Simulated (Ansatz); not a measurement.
# GaP: relaxation of the atoms with PBE

GaP:

```
Ga P
1.0
     0.00000    2.72525    2.72525
     2.61624    0.00000    2.72525
     2.61624    2.72525    0.00000
Ga P
1 1
Cartesian
  0.0000 0.0000 0.0000
  3.9244 4.0879 4.0879
```

The cell isn't the ideal one: strained by -4 %.

- Program: Ansatz 0.2.0
- Task: relaxation of the atoms
- Functional: PBE
- Potentials or basis: Ansatz PAW
- Cutoff: 420 eV (not typed: the program's choice for these potentials)
- k mesh: 8 × 8 × 8
- Occupations: fermi-dirac, width 0.05 eV
- Spin: no spin polarisation

```yaml
Pressure_after_relaxing: 6.4 GPa
Band_gap_on_the_k_mesh: 1.18 eV, indirect (least direct gap 2.01 eV)
```

Stress tensor (GPa, compression positive):
```
8.22 0.00 0.00
0.00 5.46 0.00
0.00 0.00 5.46
```

Final structure:
```
Ga P
1.0
     0.00000    2.72525    2.72525
     2.61624    0.00000    2.72525
     2.61624    2.72525    0.00000
Ga P
1 1
Direct
  0.00000 0.00000 0.00000
  0.75000 0.75000 0.75000
```

Levels at points of the mesh, in eV from the valence-band top:
```
             k point  band 7  band 8  band 9  band 10  band 11  band 12
  (0.00, 0.00, 0.00)   -0.22   -0.22    0.00     2.01     3.68     3.76
 (0.00, 0.00, -0.50)   -7.02   -1.49   -1.16     1.61     4.39     4.76
(0.00, -0.50, -0.50)   -6.91   -3.17   -3.17     1.23     1.37    10.70
(-0.50, 0.00, -0.50)   -7.19   -2.89   -2.86     1.52     1.77    10.58
```

Run time: 2.1 s on 2 threads of Arm Neoverse V2 (shared host), peak memory 0.34 GiB.

Caveat: the relaxation stopped at its first step, so nothing moved; the thresholds are loose for stress. A k mesh can miss the band edges.
